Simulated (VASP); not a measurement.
# Li (Im-3m) in VASP: equation of state

How stiff is Li in PBE, and what volume does it want? The cell is scaled to several volumes.

Program: VASP 6.6.1. These are calculated values, not measurements. Logs are shortened: lines on timing, memory, paths and dates and some standing lists are left out, and cuts for length are marked.

### 1 Starting point

The structure is cubic, space group Im-3m (No. 229). The conventional cell has a = 3.509 Å, b = 3.509 Å, c = 3.509 Å, α = 90.00°, β = 90.00°, γ = 90.00°. Li (site symmetry m-3m) has 8 Li at 3.04 Å as nearest neighbours.

### 2 Equation of state, PBE, 20.31 Å³/atom (volume scaled by 0.94)

INCAR

```
PREC = Accurate ; ENCUT = 520
EDIFF = 1E-7 ; ISMEAR = -1
SIGMA = 0.05 ; LREAL = False
LASPH = True ; NELM = 60
ALGO = Normal ; ISIF = 2
LWAVE = False ; LCHARG = False
GGA = PE ; NBANDS = 8
```

KPOINTS

```
regular mesh
0
Gamma
  11 11 11
```

POSCAR

```
Li
1.0
   -1.7188307657      1.7188307657      1.7188307657
    1.7188307657     -1.7188307657      1.7188307657
    1.7188307657      1.7188307657     -1.7188307657
Li
1
Direct
    0.0000000000      0.0000000000      0.0000000000
```

Potentials or basis: VASP PAW PBE potentials, release 64 (Li_sv).

Launch:

```sh
$ cat potpaw_PBE.64/Li_sv/POTCAR > POTCAR
$ mpirun -np 1 vasp_std > vasp.out
```

OUTCAR:

```text
PREC = Accurate
   ENCUT = 520
   EDIFF = 1E-7
   ISMEAR = -1
   LREAL = False
   LASPH = True
   NELM = 60
   ISIF = 2
   GGA = PE

 ion  position               nearest neighbor table
   1  0.000  0.000  0.000-

  LATTYP: Found a body centered cubic cell.
 ALAT       =     3.4376615314

  Lattice vectors:

 A1 = (  -1.7188307657,   1.7188307657,   1.7188307657)
 A2 = (   1.7188307657,  -1.7188307657,   1.7188307657)
 A3 = (   1.7188307657,   1.7188307657,  -1.7188307657)

Analysis of symmetry for initial positions (statically):
=====================================================================
 Subroutine PRICEL returns:
 Original cell was already a primitive cell.

 Routine SETGRP: Setting up the symmetry group for a
 body centered cubic supercell.

 Subroutine GETGRP returns: Found 48 space group operations
 (whereof 48 operations were pure point group operations)
 out of a pool of 48 trial point group operations.

The static configuration has the point symmetry O_h .

Analysis of symmetry for dynamics (positions and initial velocities):
=====================================================================
 Subroutine PRICEL returns:
 Original cell was already a primitive cell.

 Routine SETGRP: Setting up the symmetry group for a
 body centered cubic supercell.

 Subroutine GETGRP returns: Found 48 space group operations
 (whereof 48 operations were pure point group operations)
 out of a pool of 48 trial point group operations.

The dynamic configuration has the point symmetry O_h .

 Subroutine INISYM returns: Found 48 space group operations
 (whereof 48 operations are pure point group operations),
 and found     1 'primitive' translations

----------------------------------------------------------------------------------------

                                     Primitive cell

  volume of cell :      20.3123

  direct lattice vectors                    reciprocal lattice vectors
    -1.718830766  1.718830766  1.718830766     0.000000000  0.290895421  0.290895421
     1.718830766 -1.718830766  1.718830766     0.290895421  0.000000000  0.290895421
     1.718830766  1.718830766 -1.718830766     0.290895421  0.290895421  0.000000000

  length of vectors
     2.977102216  2.977102216  2.977102216     0.411388250  0.411388250  0.411388250
[... 98 lines left out ...]
   ICHARG =      2    charge: 1-file 2-atom 10-const
   ISPIN  =      1    spin polarized calculation?
   LNONCOLLINEAR =      F non collinear calculations
   LSORBIT =      F    spin-orbit coupling
   LASPH  =      T    aspherical Exc in radial PAW
   ENCUT  =  520.0 eV  38.22 Ry    6.18 a.u.   5.54  5.54  5.54*2*pi/ulx,y,z
   NELM   =     60;   NELMIN=  2; NELMDL= -5     # of ELM steps
   EDIFF  = 0.1E-06   stopping-criterion for ELM
   LREAL  =      F    real-space projection
   EDIFFG = 0.1E-05   stopping-criterion for IOM
   NSW    =      0    number of steps for IOM
   IBRION =     -1    ionic relax: 0-MD 1-quasi-New 2-CG
   NFREE  =      0    steps in history (QN), initial steepest desc. (CG)
   ISIF   =      2    stress and relaxation
   ISYM   =      2    0-nonsym 1-usesym 2-fastsym
   POTIM  = 0.5000    time-step for ionic-motion
   TEBEG  =    0.0;   TEEND  =   0.0 temperature during run
   PSTRESS=    0.0 pullay stress
   NELECT =       3.0000    total number of electrons
   NUPDOWN=      -1.0000    fix difference up-down
   EMIN   =  10.00;   EMAX   =-10.00  energy-range for DOS
   EFERMI =   0.00;   METHOD = LEGACY
   ISMEAR =    -1;   SIGMA  =   0.05  broadening in eV -4-tet -1-fermi 0-gaus
   EFERMI_NEDOS =   21; number of points for ismear=-14 and -15
   IALGO  =     38    algorithm
   IMIX   =      4    mixing-type and parameters
     AMIX     =   0.40;   BMIX     =  1.00
     AMIX_MAG =   1.60;   BMIX_MAG =  1.00
  volume/ion in A,a.u.               =      20.31       137.07
  Fermi-wavevector in a.u.,A,eV,Ry     =   0.865357  1.635288 10.188631  0.748843
  Thomas-Fermi vector in A             =   1.983589
   LORBIT       =      0    0 simple, 1 ext, 2 COOP (PROOUT), +10 PAW based schemes
   GGA     = PE    functional components
   LHFCALC =     F    Hartree Fock is set to
   AEXX    =    0.0000 exact exchange contribution
   IVDW    =     0    specifies the selected vdW correction
   LEPSILON=     F    determine dielectric tensor
   LRPA    =     F    only Hartree local field effects (RPA)
 non-spin polarized calculation
  energy-cutoff  :      520.00
  volume of cell :       20.31
 maximum number of plane-waves:       567
 NGX is ok and might be reduce to    24
   NGX = 11   NGY = 11   NGZ = 11

 number of electron       3.0000000 magnetization

 Free energy of the ion-electron system (eV)
  ---------------------------------------------------
  ext. energy  EPLUGINS =         0.00000000
  ---------------------------------------------------
  free energy    TOTEN  =        -1.90982394 eV

  energy without entropy =       -1.90608412  energy(sigma->0) =       -1.90795403

 E-fermi :   0.6371     XC(G=0):  -7.0391

 val. band max:        0.6272932531   @ k =   0.4545   0.0000   0.0000
 cond. band min:       0.8125968460   @ k =   0.1818   0.1818   0.1818
 fundamental gap:      0.1853035929
 Fermi energy:         0.6370686989

 k-point     1 :       0.0000    0.0000    0.0000
  band No.  band energies     occupation
      1     -45.9130      2.00000
      2      -2.9382      2.00000
      3      15.2026      0.00000
      4      15.2026      0.00000
      5      15.2026      0.00000
      6      19.9695      0.00000
      7      19.9695      0.00000
      8      19.9696      0.00000
[... 419 lines left out ...]
 k-point    40 :       0.2727    0.2727    0.1818
  band No.  band energies     occupation
      1     -45.8922      2.00000
      2       3.5065      0.00000
      3       3.5065      0.00000
      4       5.1011      0.00000
      5       9.1420      0.00000
      6      23.0619      0.00000
      7      24.2927      0.00000
      8      24.2927      0.00000

 [... further k-points ...]
[... 5 lines left out ...]
  --------------------------------------------------------------------------------------
  -------------------------------------------------------------------------------------
  Total       -0.0156754     -0.0156754     -0.0156754     -0.0000000     -0.0000000      0.0000000
  in kB       -1.2364300     -1.2364300     -1.2364300     -0.0000000     -0.0000000      0.0000000
  external PRESSURE =      -1.2364300 kB  Pullay stress =       0.0000000 kB

 VOLUME and BASIS-vectors are now :
 -----------------------------------------------------------------------------
  energy-cutoff  :      520.00
  volume of cell :       20.31
      direct lattice vectors                 reciprocal lattice vectors
    -1.718830766  1.718830766  1.718830766     0.000000000  0.290895421  0.290895421
     1.718830766 -1.718830766  1.718830766     0.290895421  0.000000000  0.290895421
     1.718830766  1.718830766 -1.718830766     0.290895421  0.290895421  0.000000000

 POSITION                                       TOTAL-FORCE (eV/Angst)
 -----------------------------------------------------------------------------------
      0.00000      0.00000      0.00000         0.000000      0.000000     -0.000000
 -----------------------------------------------------------------------------------
    total drift:                               -0.000000     -0.000000      0.000000

  FREE ENERGIE OF THE ION-ELECTRON SYSTEM (eV)
  ---------------------------------------------------
  free  energy   TOTEN  =        -1.9098239390 eV

  energy  without entropy=       -1.9060841201  energy(sigma->0) =       -1.90795403
```

OSZICAR:

```text
N       E                     dE             d eps       ncg     rms          rms(c)
DAV:   1    -0.119588660044E-01   -0.11959E-01   -0.68390E+02   904   0.250E+02
DAV:   2    -0.188985966374E+01   -0.18779E+01   -0.17859E+01  1296   0.349E+01
DAV:   3    -0.191112548116E+01   -0.21266E-01   -0.21207E-01  1008   0.324E+00
DAV:   4    -0.191142663721E+01   -0.30116E-03   -0.30115E-03  1344   0.309E-01
DAV:   5    -0.191142715585E+01   -0.51864E-06   -0.51859E-06  1064   0.124E-02    0.212E-01
DAV:   6    -0.191033129894E+01    0.10959E-02   -0.29806E-04  1424   0.651E-02    0.121E-01
DAV:   7    -0.190982947799E+01    0.50182E-03   -0.70281E-04  1336   0.103E-01    0.281E-02
DAV:   8    -0.190982810549E+01    0.13725E-05   -0.65595E-06   992   0.188E-02    0.115E-03
DAV:   9    -0.190982513624E+01    0.29693E-05   -0.36582E-07  1272   0.546E-03    0.360E-04
DAV:  10    -0.190982394995E+01    0.11863E-05   -0.19973E-08   600   0.103E-03    0.183E-04
DAV:  11    -0.190982393903E+01    0.10921E-07   -0.36452E-09   480   0.518E-04
   1 F= -.19098239E+01 E0= -.19079540E+01  d E =-.373982E-02
```

stdout:

```text
POSCAR found type information on POSCAR Li
 POSCAR found :  1 types and       1 ions
 scaLAPACK will be used
 LDA part: xc-table for (Slater+PW92), standard interpolation
 POSCAR, INCAR and KPOINTS ok, starting setup
 FFT: planning ... GRIDC
 FFT: planning ... GRID_SOFT
 FFT: planning ... GRID
 WAVECAR not read
 entering main loop
```

Run time: 4.4 s. Hardware: 1 thread of AMD EPYC 9R45 (Zen 5), shared host; peak memory 0.09 GiB.

What came out:

```
Free energy            : -1.9098 eV
Band gap on the k mesh : none (metal or under the smearing width)
```

Caveat: the cutoff is under 1.25 times the usual one of these potentials, so pressure, stress and relaxed cells hold a basis-set (Pulay) error.

### 3 Equation of state, PBE, 20.74 Å³/atom (volume scaled by 0.96)

Edit INCAR of step 2 so:

```diff
@@ -3,3 +3,3 @@
 SIGMA = 0.05 ; LREAL = False
-LASPH = True ; NELM = 60
+LASPH = True ; NELM = 100
 ALGO = Normal ; ISIF = 2
```

KPOINTS is that of step 2.

POSCAR

```
Li
1.0
   -1.7309356065      1.7309356065      1.7309356065
    1.7309356065     -1.7309356065      1.7309356065
    1.7309356065      1.7309356065     -1.7309356065
Li
1
Direct
    0.0000000000      0.0000000000      0.0000000000
```

Potentials or basis: VASP PAW PBE potentials, release 64 (Li_sv).

Launch:

```sh
$ cat potpaw_PBE.64/Li_sv/POTCAR > POTCAR
$ mpirun -np 1 vasp_std > vasp.out
```

Wall time 4.6 s (1 thread of AMD EPYC 9R45 (Zen 5), shared host); peak memory 0.09 GiB.

The run converged. Its results:

| Quantity | Value |
| --- | --- |
| Free energy | -1.9094 eV |
| Band gap on the k mesh | none (metal or under the smearing width) |

Caveat: the cutoff is under 1.25 times the usual one of these potentials, so pressure, stress and relaxed cells hold a basis-set (Pulay) error.

(Continued in part 2 of 2.)
